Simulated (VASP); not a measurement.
# Mo (Im-3m) in VASP: a series of runs

The runs below take Mo through relaxation of cell and atoms, single point, with revPBE+D3, revPBE+D3(BJ), revPBE+D4, revPBE+dDsC, PBE.

Program: VASP 6.6.1. These are calculated values, not measurements. Logs are shortened: lines on timing, memory, paths and dates and some standing lists are left out, and cuts for length are marked.

### Step 1. The crystal as given

It takes space group Im-3m (No. 229, cubic). Conventional cell: a = 3.168 Å, b = 3.168 Å, c = 3.168 Å, α = 90.00°, β = 90.00°, γ = 90.00°. Around Mo (site symmetry m-3m) lie 8 Mo at 2.74 Å.

### Step 2. Relaxation of cell and atoms, revPBE+D3

INCAR

```
SYSTEM = Mo
  PREC = Accurate
  ENCUT = 600
  EDIFF = 1E-6
  ISMEAR = -1
  SIGMA = 0.05
  LREAL = .False.
  LASPH = .True.
  NELM = 80
  ALGO = Fast
  ISIF = 3
  LWAVE = .False.
  LCHARG = .False.
  GGA = RE
  IVDW = 11
  IBRION = 2
  NSW = 60
  EDIFFG = -0.01
```

KPOINTS

```
Automatic mesh
0
Gamma
  12 12 12
  0 0 0
```

POSCAR

```
Mo
1.0
   -1.5838089719      1.5838089719      1.5838089719
    1.5838089719     -1.5838089719      1.5838089719
    1.5838089719      1.5838089719     -1.5838089719
Mo
1
Direct
    0.0000000000      0.0000000000      0.0000000000
```

Potentials or basis: VASP PAW PBE potentials, release 64 (Mo_sv).

Launch:

```console
> cat potpaw_PBE.64/Mo_sv/POTCAR > POTCAR
> mpirun -np 1 vasp_std > vasp.out
```

OUTCAR:

```text
SYSTEM = Mo
   PREC = Accurate
   ENCUT = 600
   EDIFF = 1E-6
   ISMEAR = -1
   LREAL = .False.
   LASPH = .True.
   NELM = 80
   ISIF = 3
   GGA = RE
   IVDW = 11
   IBRION = 2
   NSW = 60
   EDIFFG = -0.01
 IVDW          = 11

 ion  position               nearest neighbor table
   1  0.000  0.000  0.000-

  LATTYP: Found a body centered cubic cell.
 ALAT       =     3.1676179438

  Lattice vectors:

 A1 = (  -1.5838089719,   1.5838089719,   1.5838089719)
 A2 = (   1.5838089719,  -1.5838089719,   1.5838089719)
 A3 = (   1.5838089719,   1.5838089719,  -1.5838089719)

Analysis of symmetry for initial positions (statically):
=====================================================================
 Subroutine PRICEL returns:
 Original cell was already a primitive cell.

 Routine SETGRP: Setting up the symmetry group for a
 body centered cubic supercell.

 Subroutine GETGRP returns: Found 48 space group operations
 (whereof 48 operations were pure point group operations)
 out of a pool of 48 trial point group operations.

The static configuration has the point symmetry O_h .

Analysis of symmetry for dynamics (positions and initial velocities):
=====================================================================
 Subroutine PRICEL returns:
 Original cell was already a primitive cell.

 Routine SETGRP: Setting up the symmetry group for a
 body centered cubic supercell.

 Subroutine GETGRP returns: Found 48 space group operations
 (whereof 48 operations were pure point group operations)
 out of a pool of 48 trial point group operations.

The dynamic configuration has the point symmetry O_h .

 Subroutine INISYM returns: Found 48 space group operations
 (whereof 48 operations are pure point group operations),
 and found     1 'primitive' translations

----------------------------------------------------------------------------------------

                                     Primitive cell

  volume of cell :      15.8916

  direct lattice vectors                    reciprocal lattice vectors
    -1.583808972  1.583808972  1.583808972     0.000000000  0.315694638  0.315694638
     1.583808972 -1.583808972  1.583808972     0.315694638  0.000000000  0.315694638
     1.583808972  1.583808972 -1.583808972     0.315694638  0.315694638  0.000000000

  length of vectors
     2.743237609  2.743237609  2.743237609     0.446459639  0.446459639  0.446459639

  position of ions in fractional coordinates (direct lattice)
     0.000000000  0.000000000  0.000000000

  ion indices of the primitive-cell ions
   primitive index   ion index
                 1           1

----------------------------------------------------------------------------------------

 KPOINTS: Automatic mesh

Automatic generation of k-mesh.
 Grid dimensions read from file:
 generate k-points for:   12   12   12

 Generating k-lattice:

  Cartesian coordinates                     Fractional coordinates (reciprocal lattice)
     0.000000000  0.026307886  0.026307886     0.083333333  0.000000000  0.000000000
     0.026307886  0.000000000  0.026307886     0.000000000  0.083333333  0.000000000
     0.026307886  0.026307886  0.000000000     0.000000000  0.000000000  0.083333333

  Length of vectors
     0.037204970  0.037204970  0.037204970

  Shift w.r.t. Gamma in fractional coordinates (k-lattice)
     0.000000000  0.000000000  0.000000000

 Subroutine IBZKPT returns following result:
 ===========================================

 Found     72 irreducible k-points:

 Following reciprocal coordinates:
            Coordinates               Weight
  0.000000  0.000000  0.000000      1.000000
  0.083333  0.000000  0.000000     12.000000
  0.166667  0.000000  0.000000     12.000000
  0.250000  0.000000  0.000000     12.000000
  0.333333  0.000000  0.000000     12.000000
  0.416667  0.000000  0.000000     12.000000
[... 16 lines left out ...]
  0.333333  0.083333  0.083333     24.000000
  0.416667  0.083333  0.083333     12.000000
 [... further k-points ...]
   k-points           NKPTS =     72   k-points in BZ     NKDIM =     72   number of bands    NBANDS=     11
   number of dos      NEDOS =    301   number of ions     NIONS =      1
   total plane-waves  NPLWV =  13824
   dimension x,y,z NGX =    24 NGY =   24 NGZ =   24
   dimension x,y,z NGXF=    48 NGYF=   48 NGZF=   48
   ions per type =               1
   NGX,Y,Z   is equivalent  to a cutoff of  14.54, 14.54, 14.54 a.u.
   NGXF,Y,Z  is equivalent  to a cutoff of  29.09, 29.09, 29.09 a.u.
 SYSTEM =  Mo
   PREC   = accura    normal or accurate (medium, high low for compatibility)
   ISTART =      0    job   : 0-new  1-cont  2-samecut
   ICHARG =      2    charge: 1-file 2-atom 10-const
   ISPIN  =      1    spin polarized calculation?
   LNONCOLLINEAR =      F non collinear calculations
   LSORBIT =      F    spin-orbit coupling
   LASPH  =      T    aspherical Exc in radial PAW
   ENCUT  =  600.0 eV  44.10 Ry    6.64 a.u.   5.48  5.48  5.48*2*pi/ulx,y,z
   NELM   =     80;   NELMIN=  2; NELMDL= -5     # of ELM steps
   EDIFF  = 0.1E-05   stopping-criterion for ELM
   LREAL  =      F    real-space projection
   EDIFFG = -.1E-01   stopping-criterion for IOM
   NSW    =     60    number of steps for IOM
   IBRION =      2    ionic relax: 0-MD 1-quasi-New 2-CG
   NFREE  =      1    steps in history (QN), initial steepest desc. (CG)
   ISIF   =      3    stress and relaxation
   ISYM   =      2    0-nonsym 1-usesym 2-fastsym
   POTIM  = 0.5000    time-step for ionic-motion
   TEBEG  =    0.0;   TEEND  =   0.0 temperature during run
   PSTRESS=    0.0 pullay stress
   NELECT =      14.0000    total number of electrons
   NUPDOWN=      -1.0000    fix difference up-down
   EMIN   =  10.00;   EMAX   =-10.00  energy-range for DOS
   EFERMI =   0.00;   METHOD = LEGACY
   ISMEAR =    -1;   SIGMA  =   0.05  broadening in eV -4-tet -1-fermi 0-gaus
   EFERMI_NEDOS =   21; number of points for ismear=-14 and -15
   IALGO  =     68    algorithm
   IMIX   =      4    mixing-type and parameters
     AMIX     =   0.40;   BMIX     =  1.00
     AMIX_MAG =   1.60;   BMIX_MAG =  1.00
  volume/ion in A,a.u.               =      15.89       107.24
  Fermi-wavevector in a.u.,A,eV,Ry     =   1.569380  2.965698 33.510508  2.462953
  Thomas-Fermi vector in A             =   2.671271
   LORBIT       =      0    0 simple, 1 ext, 2 COOP (PROOUT), +10 PAW based schemes
   GGA     = RE    functional components
   LHFCALC =     F    Hartree Fock is set to
   AEXX    =    0.0000 exact exchange contribution
   IVDW    =    11    specifies the selected vdW correction
   LEPSILON=     F    determine dielectric tensor
   LRPA    =     F    only Hartree local field effects (RPA)
 conjugate gradient relaxation of ions
 non-spin polarized calculation
 RMM-DIIS sequential band-by-band and
  energy-cutoff  :      600.00
  volume of cell :       15.89
 maximum number of plane-waves:       555
 NGX is ok and might be reduce to    24
   NGX = 11   NGY = 11   NGZ = 11

--------------------------------------- Ionic step        1  -------------------------------------------

 number of electron      14.0000002 magnetization

 Free energy of the ion-electron system (eV)
  ---------------------------------------------------
  ext. energy  EPLUGINS =         0.00000000
  ---------------------------------------------------
  free energy    TOTEN  =       -10.49921886 eV

  energy without entropy =      -10.49663911  energy(sigma->0) =      -10.49792899

------------------------ aborting loop because EDIFF is reached ----------------------------------------

 Edisp (eV)   -0.85184

 E8    (eV) :    -0.4295

  FORCE on cell =-STRESS in cart. coord.  units (eV):
  Direction    XX          YY          ZZ          XY          YZ          ZX
  --------------------------------------------------------------------------------------
  -------------------------------------------------------------------------------------
  Total      -1.18627    -1.18627    -1.18627    -0.00000    -0.00000     0.00000
  in kB    -119.59815  -119.59815  -119.59815    -0.00000    -0.00000     0.00000
  external pressure =     -119.60 kB  Pullay stress =        0.00 kB
[... 98 lines left out ...]
  energy  without entropy=      -11.3773643417  energy(sigma->0) =      -11.37849526

--------------------------------------- Ionic step        4  -------------------------------------------

 number of electron      14.0000000 magnetization

 Free energy of the ion-electron system (eV)
  ---------------------------------------------------
  ext. energy  EPLUGINS =         0.00000000
  ---------------------------------------------------
  free energy    TOTEN  =       -10.46567147 eV

  energy without entropy =      -10.46342906  energy(sigma->0) =      -10.46455026

 E-fermi :  13.0843     XC(G=0): -13.5159

 val. band max:       13.0038127272   @ k =  -0.1667   0.2500   0.0833
 cond. band min:      13.1238551082   @ k =   0.5000   0.5000   0.0833
 fundamental gap:      0.1200423810
 Fermi energy:        13.0843374764

 k-point     1 :       0.0000    0.0000    0.0000
  band No.  band energies     occupation
      1     -48.1618      2.00000
      2     -21.3558      2.00000
      3     -21.3558      2.00000
      4     -21.3558      2.00000
      5       5.8178      2.00000
      6      11.7131      2.00000
      7      11.7131      2.00000
      8      11.7131      2.00000
      9      14.8567      0.00000
     10      14.8567      0.00000
     11      28.0088      0.00000
[... 309 lines left out ...]
 k-point    24 :       0.4167    0.0833    0.0833
  band No.  band energies     occupation
      1     -47.8568      2.00000
      2     -22.7928      2.00000
      3     -21.9178      2.00000
      4     -21.4733      2.00000
      5       8.2354      2.00000
      6       9.5901      2.00000
      7      13.5310      0.00026
      8      15.0719      0.00000
      9      15.5899      0.00000
     10      19.7511      0.00000
     11      24.6456      0.00000

 [... further k-points ...]

------------------------ aborting loop because EDIFF is reached ----------------------------------------

 Edisp (eV)   -0.91405

 E8    (eV) :    -0.4638

  FORCE on cell =-STRESS in cart. coord.  units (eV):
  Direction    XX          YY          ZZ          XY          YZ          ZX
  --------------------------------------------------------------------------------------
  -------------------------------------------------------------------------------------
  Total      -0.00760    -0.00760    -0.00760    -0.00000    -0.00000     0.00000
  in kB      -0.80258    -0.80258    -0.80258    -0.00000    -0.00000     0.00000
  external pressure =       -0.80 kB  Pullay stress =        0.00 kB
[... 16 lines left out ...]
  FREE ENERGIE OF THE ION-ELECTRON SYSTEM (eV)
  ---------------------------------------------------
  free  energy   TOTEN  =       -11.3797203798 eV

  energy  without entropy=      -11.3774779720  energy(sigma->0) =      -11.37859918

 reached required accuracy - stopping structural energy minimisation
```

It took 16 s on 1 thread of Intel Xeon 6975P-C (Granite Rapids), shared host; peak memory 0.16 GiB.

Results:

| Property | Result |
| --- | --- |
| Free energy | -11.3797 eV |
| Relaxed volume | 15.17 Å³/atom |
| Relaxed cell | a = 2.701 Å, b = 2.701 Å, c = 2.701 Å, α = 109.47°, β = 109.47°, γ = 109.47° |
| Space group after relaxing (to 0.05 Å) | Im-3m (No. 229) |
| Energy gained by relaxing | 28.7 meV/atom |
| Ionic steps | 4 |
| Pressure after relaxing | -0.1 GPa |
| Band gap on the k mesh | none (metal or under the smearing width) |
| Dispersion energy per atom | -0.914 eV |

The path:
```csv
step,energy change (eV),largest force (eV/Å),pressure (GPa),volume (Å³)
1,0.0000,0.0000,-11.96,15.89
2,0.2224,0.0000,48.88,13.32
3,-0.0286,0.0000,-0.77,15.20
4,-0.0287,0.0000,-0.08,15.17
```

Final structure:
```
Mo
1.0
    -1.55931    1.55931    1.55931
     1.55931   -1.55931    1.55931
     1.55931    1.55931   -1.55931
Mo
1
Direct
  0.00000 0.00000 0.00000
```

Levels at points of the mesh, in eV from the Fermi level:
| k point | band 5 | band 6 | band 7 | band 8 | band 9 | band 10 |
| --- | --- | --- | --- | --- | --- | --- |
| (0.00, 0.00, 0.00) | -7.27 | -1.37 | -1.37 | -1.37 | 1.77 | 1.77 |
| (0.50, 0.00, 0.00) | -5.45 | -3.50 | 1.80 | 1.82 | 2.47 | 5.00 |
| (0.50, 0.50, 0.50) | -5.62 | -5.62 | 4.20 | 4.20 | 4.20 | 9.37 |

Caveat: the PAW data sets were made with another functional, which shifts forces and pressure a little; pairwise dispersion overbinds metals, which lowers pressure and volume.

### Step 3. Relaxation of cell and atoms, revPBE+D3(BJ)

INCAR: that of step 2 with these lines changed.

```diff
@@ -14,3 +14,3 @@
   GGA = RE
-  IVDW = 11
+  IVDW = 12
   IBRION = 2
```

KPOINTS is that of step 2.

POSCAR is that of step 2.

Potentials or basis: VASP PAW PBE potentials, release 64 (Mo_sv).

Launch:

```console
> cat potpaw_PBE.64/Mo_sv/POTCAR > POTCAR
> mpirun -np 1 vasp_std > vasp.out
```

Run time: 16 s. Hardware: 1 thread of Intel Xeon 6975P-C (Granite Rapids), shared host; peak memory 0.16 GiB.

The run converged. Its results:

| Item | Value |
| --- | --- |
| Free energy | -11.8417 eV |
| Relaxed volume | 15.12 Å³/atom |
| Relaxed cell | a = 2.698 Å, b = 2.698 Å, c = 2.698 Å, α = 109.47°, β = 109.47°, γ = 109.47° |
| Space group after relaxing (to 0.05 Å) | Im-3m (No. 229) |
| Energy gained by relaxing | 32.9 meV/atom |
| Ionic steps | 4 |
| Pressure after relaxing | -0.1 GPa |
| Band gap on the k mesh | none (metal or under the smearing width) |
| Dispersion energy per atom | -1.380 eV |

Step by step:
```tsv
step	energy change (eV)	largest force (eV/Å)	pressure (GPa)	volume (Å³)
1	0.0000	0.0000	-12.93	15.89
2	0.2691	0.0000	54.67	13.12
3	-0.0328	0.0000	-0.91	15.16
4	-0.0329	0.0000	-0.09	15.12
```

Final structure:
```cif
data_structure
_symmetry_space_group_name_H-M 'P 1'
_symmetry_Int_Tables_number 1
_cell_length_a 2.6982
_cell_length_b 2.6982
_cell_length_c 2.6982
_cell_angle_alpha 109.471
_cell_angle_beta 109.471
_cell_angle_gamma 109.471
_cell_volume 15.12
loop_
_atom_site_label
_atom_site_type_symbol
_atom_site_fract_x
_atom_site_fract_y
_atom_site_fract_z
_atom_site_occupancy
Mo1 Mo 0.00000 0.00000 0.00000 1
```

Levels at points of the mesh, in eV from the Fermi level:
| k point | band 4 | band 5 | band 6 | band 7 | band 8 | band 9 | band 10 | band 11 |
| --- | --- | --- | --- | --- | --- | --- | --- | --- |
| (0.00, 0.00, 0.00) | -34.43 | -7.28 | -1.38 | -1.38 | -1.38 | 1.78 | 1.78 | 14.93 |
| (0.50, 0.00, 0.00) | -34.45 | -5.47 | -3.51 | 1.81 | 1.83 | 2.48 | 5.02 | 12.08 |
| (0.50, 0.50, 0.50) | -35.50 | -5.64 | -5.64 | 4.22 | 4.22 | 4.22 | 9.39 | 9.39 |

Caveat: the PAW data sets were made with another functional, which shifts forces and pressure a little; pairwise dispersion overbinds metals, which lowers pressure and volume.

### Step 4. Relaxation of cell and atoms, revPBE+D4

INCAR: that of step 3 with these lines changed.

```diff
@@ -14,3 +14,3 @@
   GGA = RE
-  IVDW = 12
+  IVDW = 13
   IBRION = 2
```

KPOINTS is that of step 3.

POSCAR is that of step 3.

Potentials or basis: VASP PAW PBE potentials, release 64 (Mo_sv).

Launch:

```console
> cat potpaw_PBE.64/Mo_sv/POTCAR > POTCAR
> mpirun -np 1 vasp_std > vasp.out
```

OUTCAR:

```text
SYSTEM = Mo
   PREC = Accurate
   ENCUT = 600
   EDIFF = 1E-6
   ISMEAR = -1
   LREAL = .False.
   LASPH = .True.
   NELM = 80
   ISIF = 3
   GGA = RE
   IVDW = 13
   IBRION = 2
   NSW = 60
   EDIFFG = -0.01

 ion  position               nearest neighbor table
   1  0.000  0.000  0.000-

  LATTYP: Found a body centered cubic cell.
 ALAT       =     3.1676179438

  Lattice vectors:

 A1 = (  -1.5838089719,   1.5838089719,   1.5838089719)
 A2 = (   1.5838089719,  -1.5838089719,   1.5838089719)
 A3 = (   1.5838089719,   1.5838089719,  -1.5838089719)

Analysis of symmetry for initial positions (statically):
=====================================================================
 Subroutine PRICEL returns:
 Original cell was already a primitive cell.

 Routine SETGRP: Setting up the symmetry group for a
 body centered cubic supercell.

[... 289 lines left out ...]
  ext. energy  EPLUGINS =         0.00000000
  ---------------------------------------------------
  free energy    TOTEN  =       -10.48264571 eV

  energy without entropy =      -10.48028046  energy(sigma->0) =      -10.48146308

 E-fermi :  12.8458     XC(G=0): -13.4316

 val. band max:       12.7788157741   @ k =  -0.1667   0.2500   0.0833
 cond. band min:      12.8691996147   @ k =   0.5000   0.5000   0.0833
 fundamental gap:      0.0903838405
 Fermi energy:        12.8458481009

 k-point     1 :       0.0000    0.0000    0.0000
  band No.  band energies     occupation
      1     -48.3983      2.00000
      2     -21.6290      2.00000
      3     -21.6290      2.00000
      4     -21.6290      2.00000
      5       5.6229      2.00000
      6      11.5020      2.00000
      7      11.5020      2.00000
      8      11.5020      2.00000
      9      14.5899      0.00000
     10      14.5899      0.00000
     11      27.7466      0.00000
[... 309 lines left out ...]
 k-point    24 :       0.4167    0.0833    0.0833
  band No.  band energies     occupation
      1     -48.1109      2.00000
      2     -23.0011      2.00000
      3     -22.1662      2.00000
      4     -21.7403      2.00000
      5       8.0726      2.00000
      6       9.4181      2.00000
      7      13.2539      0.00057
      8      14.7930      0.00000
      9      15.3006      0.00000
     10      19.3844      0.00000
     11      24.1951      0.00000

 [... further k-points ...]

------------------------ aborting loop because EDIFF is reached ----------------------------------------

  DFT-D4 for vdW energy calculation

  Edisp (eV):   -0.96690
[... 24 lines left out ...]
  FREE ENERGIE OF THE ION-ELECTRON SYSTEM (eV)
  ---------------------------------------------------
  free  energy   TOTEN  =       -11.4495431414 eV

  energy  without entropy=      -11.4471778848  energy(sigma->0) =      -11.44836051

 reached required accuracy - stopping structural energy minimisation
```

Run time: 16 s. Hardware: 1 thread of Intel Xeon 6975P-C (Granite Rapids), shared host; peak memory 0.15 GiB.

Results:

```
Free energy                            : -11.4495 eV
Relaxed volume                         : 15.39 Å³/atom
Relaxed cell                           : a = 2.714 Å, b = 2.714 Å, c = 2.714 Å, α = 109.47°, β = 109.47°, γ = 109.47°
Space group after relaxing (to 0.05 Å) : Im-3m (No. 229)
Energy gained by relaxing              : 13.5 meV/atom
Ionic steps                            : 4
Pressure after relaxing                : 0.0 GPa
Band gap on the k mesh                 : none (metal or under the smearing width)
Dispersion energy per atom             : -0.967 eV
```

The path:
```csv
step,energy change (eV),largest force (eV/Å),pressure (GPa),volume (Å³)
1,0.0000,0.0000,-8.29,15.89
2,0.1002,0.0000,30.02,14.07
3,-0.0135,0.0000,-0.30,15.41
4,-0.0135,0.0000,-0.05,15.39
```

Final structure:
```yaml
crystal:
  lattice:
    - [-1.56698, 1.56698, 1.56698]
    - [1.56698, -1.56698, 1.56698]
    - [1.56698, 1.56698, -1.56698]
  atoms:
    - { symbol: Mo, position: [0.00000, 0.00000, 0.00000] }
```

Levels at points of the mesh, in eV from the Fermi level:
| k point | band 3 | band 4 | band 5 | band 6 | band 7 | band 8 | band 9 | band 10 | band 11 |
| --- | --- | --- | --- | --- | --- | --- | --- | --- | --- |
| (0.00, 0.00, 0.00) | -34.47 | -34.47 | -7.22 | -1.34 | -1.34 | -1.34 | 1.74 | 1.74 | 14.90 |
| (0.50, 0.00, 0.00) | -34.94 | -34.49 | -5.36 | -3.43 | 1.73 | 1.78 | 2.42 | 4.89 | 12.04 |
| (0.50, 0.50, 0.50) | -35.48 | -35.48 | -5.51 | -5.51 | 4.11 | 4.11 | 4.11 | 9.25 | 9.25 |

Caveat: the PAW data sets were made with another functional, which shifts forces and pressure a little; pairwise dispersion overbinds metals, which lowers pressure and volume.

[end of part 1 of 2]
